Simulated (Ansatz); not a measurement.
# Ionic part of the dielectric constant of AlN at 2 GPa, mode by mode

Level of theory: DFT PBE, scalar-relativistic, plane waves, PAW (Ansatz 0.2.0). Settings: 420 eV plane-wave cutoff, Γ-centred 10×10×10 mesh, fixed occupations. No spin polarisation. Phonons by linear response, acoustic sum rule imposed.

Symmetry: F-43m, No. 216, cubic system. Conventional cell: a = 4.388 Å, b = 4.388 Å, c = 4.388 Å, α = 90.00°, β = 90.00°, γ = 90.00°. Around Al (site symmetry -43m) lie 4 N at 1.90 Å. N (site symmetry -43m) is surrounded by 4 Al at 1.90 Å.

The primitive cell has V = 21.13 Å³ and ε∞,yy = 4.605. Each polar mode adds Δε = (4.92064×10⁷/V)·S/ν² along y, with S its oscillator strength in e²/amu, ν in cm⁻¹ and V in Å³.

Question: From these modes, find each Δε and ε0,yy.
```csv
ν (cm⁻¹),S_yy (e²/amu)
644.1,0.7041
```

Answer:
| ν (cm⁻¹) | Δε |
| --- | --- |
| 644.1 | 3.95 |

The sum is 3.954, so ε0,yy = 8.56; the run's tensor has 8.56.

Question: Where do the longitudinal modes lie for a wave vector along y?

Answer: At 878 cm⁻¹. The Lyddane–Sachs–Teller product Π(ν_LO/ν_TO)² = 1.86 matches ε0/ε∞ = 1.86.

This zinc-blende form isn't the usual stable structure of the compound at low pressure.

Cost: 1 run of about 0.44 core-minutes, on Intel Xeon Platinum 8259CL (Skylake/Cascade Lake) (shared hosts).